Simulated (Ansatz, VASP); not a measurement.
# Be: VASP beside Ansatz

```
CELL_PARAMETERS angstrom
2.41448 0.00000 0.00000
-1.20724 2.09100 0.00000
0.00000 0.00000 3.69092
ATOMIC_POSITIONS crystal
Be 0.33333 0.66667 0.25000
Be 0.66667 0.33333 0.75000
```

Change from the starting cell: strain +0.050 along x and y, +0.025 along z, atoms carried along.

Alike in both runs: task single point; functional PBEsol; k mesh 24 × 24 × 14; occupations gaussian, width 0.15 eV; no spin polarisation.

```csv
,VASP,Ansatz
version,VASP 6.6.1,Ansatz 0.2.0
potentials or method,"VASP PAW PBE potentials, release 64 (Be)","scalar-relativistic, plane waves, PAW"
plane-wave cutoff (eV),520,420
valence electrons in the cell,4,4
```

VASP gave:

| Property | Result |
| --- | --- |
| gap on the k mesh at the Fermi level (eV) | none |
| pressure (GPa) | -15.6 |
| largest component of the traceless stress (GPa) | 3.17 |

**Question.** What did Ansatz give for the same quantities?

**Answer.** gap on the k mesh at the Fermi level (eV): none; pressure (GPa): -15.8; largest component of the traceless stress (GPa): 3.12.

A gap of «none» marks a metal or a gap that the smearing closes.

Caveats: so large a pressure means that the cell lies far from this level's equilibrium, or that cutoff or potentials fall short (VASP); the potentials were made for another functional, which shifts forces and pressure (VASP).
